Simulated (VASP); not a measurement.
# InP (P6_3/mmc) in VASP: further runs, part 2 of 2

VASP 6.6.1.

## Step 3: Single point, PBE

Input file INCAR:

```
PREC     = Accurate       # precision mode
ENCUT    = 520            # plane-wave cutoff, eV
EDIFF    = 1E-6           # SCF threshold, eV
ISMEAR   = 1              # smearing method
SIGMA    = 0.2            # smearing width, eV
LREAL    = F              # projectors in reciprocal space
LASPH    = T              # aspherical terms in the spheres
NELM     = 100            # most SCF steps
ALGO     = Fast           # electronic algorithm
ISIF     = 2              # what is computed and relaxed
LWAVE    = F              # write WAVECAR
LCHARG   = F              # write CHGCAR
GGA      = PE             # functional
NBANDS   = 26             # bands
```

Input file KPOINTS:

```
Automatic mesh
0
Gamma
  6 6 4
```

Input file POSCAR:

```
InP
1.0
    3.8532866816      0.0000000000      0.0000000000
   -1.9266433408      3.3370441544      0.0000000000
    0.0000000000      0.0000000000      6.5534407716
In P
2 2
Direct
    0.0000000000      0.0000000000      0.0000000000
    0.0000000000      0.0000000000      0.5000000000
    0.3333333333      0.6666666667      0.2500000000
    0.6666666667      0.3333333333      0.7500000000
```

Potentials or basis: VASP PAW PBE potentials, release 64 (In_d, P).

Launch:

```sh
$ cat potpaw_PBE.64/In_d/POTCAR potpaw_PBE.64/P/POTCAR > POTCAR
$ mpirun -np 1 vasp_std > vasp.out
```

OUTCAR:

```text
PREC = Accurate
   ENCUT = 520
   EDIFF = 1E-6
   ISMEAR = 1
   LREAL = F
   LASPH = T
   NELM = 100
   ISIF = 2
   GGA = PE

 ion  position               nearest neighbor table
   1  0.000  0.000  0.000-   3 2.76   4 2.76   4 2.76   3 2.76   4 2.76   3 2.76   2 3.28   2 3.28

   2  0.000  0.000  0.500-   3 2.76   4 2.76   4 2.76   3 2.76   4 2.76   3 2.76   1 3.28   1 3.28

   3  0.333  0.667  0.250-   1 2.76   2 2.76   1 2.76   2 2.76   1 2.76   2 2.76
   4  0.667  0.333  0.750-   1 2.76   2 2.76   1 2.76   2 2.76   1 2.76   2 2.76

  LATTYP: Found a hexagonal cell.
 ALAT       =     3.8532866816
 C/A-ratio  =     1.7007405140

  Lattice vectors:

 A1 = (   3.8532866816,   0.0000000000,   0.0000000000)
 A2 = (  -1.9266433408,   3.3370441544,   0.0000000000)
 A3 = (   0.0000000000,   0.0000000000,   6.5534407716)

Analysis of symmetry for initial positions (statically):
=====================================================================
 Subroutine PRICEL returns:
 Original cell was already a primitive cell.

 Routine SETGRP: Setting up the symmetry group for a
 hexagonal supercell.

 Subroutine GETGRP returns: Found 24 space group operations
 (whereof 12 operations were pure point group operations)
 out of a pool of 24 trial point group operations.

The static configuration has the point symmetry D_3d.
 The point group associated with its full space group is D_6h.

Analysis of symmetry for dynamics (positions and initial velocities):
=====================================================================
 Subroutine PRICEL returns:
 Original cell was already a primitive cell.

 Routine SETGRP: Setting up the symmetry group for a
 hexagonal supercell.

 Subroutine GETGRP returns: Found 24 space group operations
 (whereof 12 operations were pure point group operations)
[... 119 lines left out ...]
   EFERMI_NEDOS =   21; number of points for ismear=-14 and -15
   IALGO  =     68    algorithm
   IMIX   =      4    mixing-type and parameters
     AMIX     =   0.40;   BMIX     =  1.00
     AMIX_MAG =   1.60;   BMIX_MAG =  1.00
  volume/ion in A,a.u.               =      21.07       142.17
  Fermi-wavevector in a.u.,A,eV,Ry     =   1.232976  2.329988 20.683997  1.520231
  Thomas-Fermi vector in A             =   2.367725
   LORBIT       =      0    0 simple, 1 ext, 2 COOP (PROOUT), +10 PAW based schemes
   GGA     = PE    functional components
   LHFCALC =     F    Hartree Fock is set to
   AEXX    =    0.0000 exact exchange contribution
   IVDW    =     0    specifies the selected vdW correction
   LEPSILON=     F    determine dielectric tensor
   LRPA    =     F    only Hartree local field effects (RPA)
 non-spin polarized calculation
 RMM-DIIS sequential band-by-band and
 Methfessel and Paxton  Order N= 1 SIGMA  =   0.20
  energy-cutoff  :      520.00
  volume of cell :       84.27
 maximum number of plane-waves:      2295
 NGX is ok and might be reduce to    30
   NGX = 15   NGY = 15   NGZ = 25

 number of electron      36.0000017 magnetization

 Free energy of the ion-electron system (eV)
  ---------------------------------------------------
  ext. energy  EPLUGINS =         0.00000000
  ---------------------------------------------------
  free energy    TOTEN  =       -15.56298452 eV

  energy without entropy =      -15.55681039  energy(sigma->0) =      -15.56092647

 E-fermi :   7.3193     XC(G=0): -10.4051

 val. band max:        7.3069536467   @ k =   0.5000  -0.0000   0.0000
 cond. band min:       7.3458929805   @ k =   0.5000  -0.0000   0.2500
 fundamental gap:      0.0389393337
 Fermi energy:         7.3192789154

 k-point     1 :       0.0000    0.0000    0.0000
  band No.  band energies     occupation
      1      -7.3107      2.00000
      2      -7.2037      2.00000
      3      -7.2037      2.00000
      4      -7.1016      2.00000
      5      -7.1016      2.00000
      6      -7.0942      2.00000
[... 598 lines left out ...]
     25      15.2537      0.00000
     26      15.2537      0.00000

------------------------ aborting loop because EDIFF is reached ----------------------------------------

  FORCE on cell =-STRESS in cart. coord.  units (eV):
  Direction    XX          YY          ZZ          XY          YZ          ZX
  --------------------------------------------------------------------------------------
  -------------------------------------------------------------------------------------
  Total        0.8717530      0.8717530      1.2532216      0.0000000      0.0000000      0.0000000
  in kB       16.5745370     16.5745370     23.8273535      0.0000000      0.0000000      0.0000000
  external PRESSURE =      18.9921425 kB  Pullay stress =       0.0000000 kB

 VOLUME and BASIS-vectors are now :
 -----------------------------------------------------------------------------
  energy-cutoff  :      520.00
  volume of cell :       84.27
      direct lattice vectors                 reciprocal lattice vectors
     3.853286682  0.000000000  0.000000000     0.259518713  0.149833199  0.000000000
    -1.926643341  3.337044154  0.000000000     0.000000000  0.299666397  0.000000000
     0.000000000  0.000000000  6.553440772     0.000000000  0.000000000  0.152591598

 POSITION                                       TOTAL-FORCE (eV/Angst)
 -----------------------------------------------------------------------------------
      0.00000      0.00000      0.00000        -0.000000      0.000000      0.000000
      0.00000      0.00000      3.27672        -0.000000      0.000000      0.000000
     -0.00000      2.22470      1.63836         0.000000     -0.000000     -0.000000
      1.92664      1.11235      4.91508        -0.000000      0.000000      0.000000
 -----------------------------------------------------------------------------------
    total drift:                                0.000000      0.000000      0.000000

  FREE ENERGIE OF THE ION-ELECTRON SYSTEM (eV)
  ---------------------------------------------------
  free  energy   TOTEN  =       -15.5629845158 eV

  energy  without entropy=      -15.5568103887  energy(sigma->0) =      -15.56092647
```

stdout:

```text
POSCAR found type information on POSCAR InP
 POSCAR found :  2 types and       4 ions
 scaLAPACK will be used
 LDA part: xc-table for (Slater+PW92), standard interpolation
 POSCAR, INCAR and KPOINTS ok, starting setup
 FFT: planning ... GRIDC
 FFT: planning ... GRID_SOFT
 FFT: planning ... GRID
 WAVECAR not read
 entering main loop
```

Wall time 40 s (1 thread of Intel Xeon 6975P-C (Granite Rapids), shared host); peak memory 0.21 GiB.

Results:

- Free energy: -15.5630 eV
- Pressure: 1.9 GPa
- Band gap on the k mesh: none (metal or under the smearing width)

Stress tensor (GPa, compression positive):
```
1.66 0.00 0.00
0.00 1.66 0.00
0.00 0.00 2.38
```

Levels at points of the mesh, in eV from the Fermi level:
```csv
k point,band 15,band 16,band 17,band 18,band 19,band 20,band 21,band 22
"(0.00, 0.00, 0.00)",-0.50,-0.50,0.07,0.13,0.13,2.34,4.72,4.72
"(0.50, 0.00, 0.00)",-3.86,-3.66,-2.38,-0.01,1.23,1.94,2.38,3.30
"(0.00, 0.00, 0.50)",-0.15,-0.15,-0.15,-0.15,2.33,2.33,4.76,4.76
"(0.50, 0.00, 0.50)",-1.81,-1.81,-1.50,-1.50,0.08,0.08,3.56,3.56
```

## Step 4: Single point, PBE

Input file INCAR:

```
SYSTEM = InP
  PREC = Accurate
  ENCUT = 520
  EDIFF = 1E-7
  ISMEAR = 1
  SIGMA = 0.5
  LREAL = .FALSE.
  LASPH = .TRUE.
  NELM = 100
  ALGO = Normal
  ISIF = 2
  LWAVE = .FALSE.
  LCHARG = .TRUE.
  GGA = PE
  LELF = .TRUE.
  LVHAR = .TRUE.
  NBANDS = 26
```

Input file KPOINTS:

```
Automatic mesh
0
G
  6 6 4
  0 0 0
```

POSCAR is that of step 3.

Potentials or basis: VASP PAW PBE potentials, release 64 (In_d, P).

Launch:

```sh
$ cat potpaw_PBE.64/In_d/POTCAR potpaw_PBE.64/P/POTCAR > POTCAR
$ mpirun -np 1 vasp_std > vasp.out
```

OUTCAR:

```text
SYSTEM = InP
   PREC = Accurate
   ENCUT = 520
   EDIFF = 1E-7
   ISMEAR = 1
   LREAL = .FALSE.
   LASPH = .TRUE.
   NELM = 100
   ISIF = 2
   GGA = PE

 ion  position               nearest neighbor table
   1  0.000  0.000  0.000-   3 2.76   4 2.76   4 2.76   3 2.76   4 2.76   3 2.76   2 3.28   2 3.28

   2  0.000  0.000  0.500-   3 2.76   4 2.76   4 2.76   3 2.76   4 2.76   3 2.76   1 3.28   1 3.28

   3  0.333  0.667  0.250-   1 2.76   2 2.76   1 2.76   2 2.76   1 2.76   2 2.76
   4  0.667  0.333  0.750-   1 2.76   2 2.76   1 2.76   2 2.76   1 2.76   2 2.76

  LATTYP: Found a hexagonal cell.
 ALAT       =     3.8532866816
 C/A-ratio  =     1.7007405140

  Lattice vectors:

 A1 = (   3.8532866816,   0.0000000000,   0.0000000000)
 A2 = (  -1.9266433408,   3.3370441544,   0.0000000000)
 A3 = (   0.0000000000,   0.0000000000,   6.5534407716)

Analysis of symmetry for initial positions (statically):
=====================================================================
 Subroutine PRICEL returns:
 Original cell was already a primitive cell.

 Routine SETGRP: Setting up the symmetry group for a
 hexagonal supercell.

 Subroutine GETGRP returns: Found 24 space group operations
 (whereof 12 operations were pure point group operations)
[... 171 lines left out ...]
 cond. band min:       7.2803714325   @ k =   0.1667   0.0000   0.2500
 fundamental gap:      0.1149869835
 Fermi energy:         7.2671998327

 k-point     1 :       0.0000    0.0000    0.0000
  band No.  band energies     occupation
      1      -7.3075      2.00000
      2      -7.2004      2.00000
      3      -7.2004      2.00000
      4      -7.0980      2.00000
      5      -7.0980      2.00000
      6      -7.0905      2.00000
[... 598 lines left out ...]
     25      15.2500     -0.00000
     26      15.2500     -0.00000

------------------------ aborting loop because EDIFF is reached ----------------------------------------

  FORCE on cell =-STRESS in cart. coord.  units (eV):
  Direction    XX          YY          ZZ          XY          YZ          ZX
  --------------------------------------------------------------------------------------
  -------------------------------------------------------------------------------------
  Total        0.7980905      0.7980905      1.4619236      0.0000000      0.0000000      0.0000000
  in kB       15.1739999     15.1739999     27.7953801      0.0000000      0.0000000      0.0000000
  external PRESSURE =      19.3811266 kB  Pullay stress =       0.0000000 kB

 VOLUME and BASIS-vectors are now :
 -----------------------------------------------------------------------------
  energy-cutoff  :      520.00
  volume of cell :       84.27
      direct lattice vectors                 reciprocal lattice vectors
     3.853286682  0.000000000  0.000000000     0.259518713  0.149833199  0.000000000
    -1.926643341  3.337044154  0.000000000     0.000000000  0.299666397  0.000000000
     0.000000000  0.000000000  6.553440772     0.000000000  0.000000000  0.152591598

 POSITION                                       TOTAL-FORCE (eV/Angst)
 -----------------------------------------------------------------------------------
      0.00000      0.00000      0.00000        -0.000000      0.000000     -0.000000
      0.00000      0.00000      3.27672        -0.000000      0.000000     -0.000000
     -0.00000      2.22470      1.63836        -0.000000      0.000000     -0.000000
      1.92664      1.11235      4.91508         0.000000     -0.000000      0.000000
 -----------------------------------------------------------------------------------
    total drift:                                0.000000      0.000000      0.000000

  FREE ENERGIE OF THE ION-ELECTRON SYSTEM (eV)
  ---------------------------------------------------
  free  energy   TOTEN  =       -15.5659256503 eV

  energy  without entropy=      -15.5576925117  energy(sigma->0) =      -15.56318127
```

stdout:

```text
POSCAR found type information on POSCAR InP
 POSCAR found :  2 types and       4 ions
 scaLAPACK will be used
 LDA part: xc-table for (Slater+PW92), standard interpolation
 POSCAR, INCAR and KPOINTS ok, starting setup
 FFT: planning ... GRIDC
 FFT: planning ... GRID_SOFT
 FFT: planning ... GRID
 WAVECAR not read
 entering main loop
```

It took 45 s on 1 thread of Intel Xeon 6975P-C (Granite Rapids), shared host; peak memory 0.21 GiB.

Results:

```yaml
Free_energy: -15.5659 eV
Pressure: 1.9 GPa
Band_gap_on_the_k_mesh: none (metal or under the smearing width)
```

## Step 5: Overview

| smearing | gap on the mesh (eV) | pressure (GPa) |
| --- | --- | --- |
| fermi-dirac 0.02 eV | none | 1.8 |
| methfessel-paxton 0.2 eV | none | 1.9 |
| methfessel-paxton 0.5 eV | none | 1.9 |

Alike in all rows: task single point; level PBE; potentials or basis VASP PAW PBE potentials, release 64 (In_d, P); no spin polarisation; cell as given; k mesh 6 × 6 × 4; cutoff (eV) 520.

Every run on the cell as given and a fine mesh finds a metal.

Absolute energies hang on the potentials; compare differences alone.
